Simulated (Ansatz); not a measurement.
## A film clamped to a substrate in Ba

Level of theory: DFT PBE, scalar-relativistic, plane waves, PAW in Ansatz. Settings: plane waves to 420 eV, k-mesh 14×14×14 (Γ-centred), Gaussian smearing 0.15 eV. No spin polarisation. Energies are free energies at this smearing, counted from the undisturbed cell; pressure is positive in compression.

The starting cell (as given, not relaxed at this level; it stands at 0.1 GPa):

```
Ba
1.0
    -2.50000    2.50000    2.50000
     2.50000   -2.50000    2.50000
     2.50000    2.50000   -2.50000
Ba
1
Direct
  0.00000 0.00000 0.00000
```

The cell (1 atom, V0 = 62.50 Å³) is strained by p along both x and y and by q along z, fractional coordinates fixed. τp = (1/V0) ∂E/∂p = (σxx + σyy)(1 + p)(1 + q) and τq = (1/V0) ∂E/∂q = σzz(1 + p)², with tension positive.

| p | q | ΔE (meV/atom) | τp (GPa) | τq (GPa) |
| --- | --- | --- | --- | --- |
| 0.000 | 0.000 | 0.00 | -0.22 | -0.11 |
| -0.015 | 0.000 | 3.05 | -0.83 | -0.33 |
| 0.015 | 0.000 | 0.36 | 0.34 | 0.10 |
| 0.000 | -0.015 | 1.20 | -0.44 | -0.30 |
| 0.000 | 0.015 | -0.14 | -0.01 | 0.06 |

Problem. Get the second derivatives of the energy density.

Solution. Central differences give A = ∂τp/∂p = 39 GPa (C11 + C22 + 2 C12), C = ∂τq/∂q = 12.1 GPa (C33) and the cross term B = ∂τq/∂p = 14.5 GPa (C13 + C23); ∂τp/∂q = 14.5 GPa must equal B, and any difference shows higher-order terms. The ions are clamped. In a cubic crystal C11 = C = 12.1, C12 = B/2 = 7.3 GPa and A should be 2(C11 + C12) = 39 GPa; the bulk modulus is (C11 + 2 C12)/3 = 8.9 GPa.

Problem. A film of this crystal grows with z along the normal on a substrate that imposes p. How does its thickness respond, and what does the misfit cost?

Solution. Count p and q from the stress-free cell. A free surface needs τq = 0, so q = −(B/C) p = -1.20 p. The energy density left is (A − B²/C) p²/2 = M p², with the biaxial modulus M = 10.7 GPa; a misfit of 1 % costs 0.42 meV/atom, against 0.76 meV/atom if the thickness were held.

In a metal these slopes depend on the k mesh and the smearing.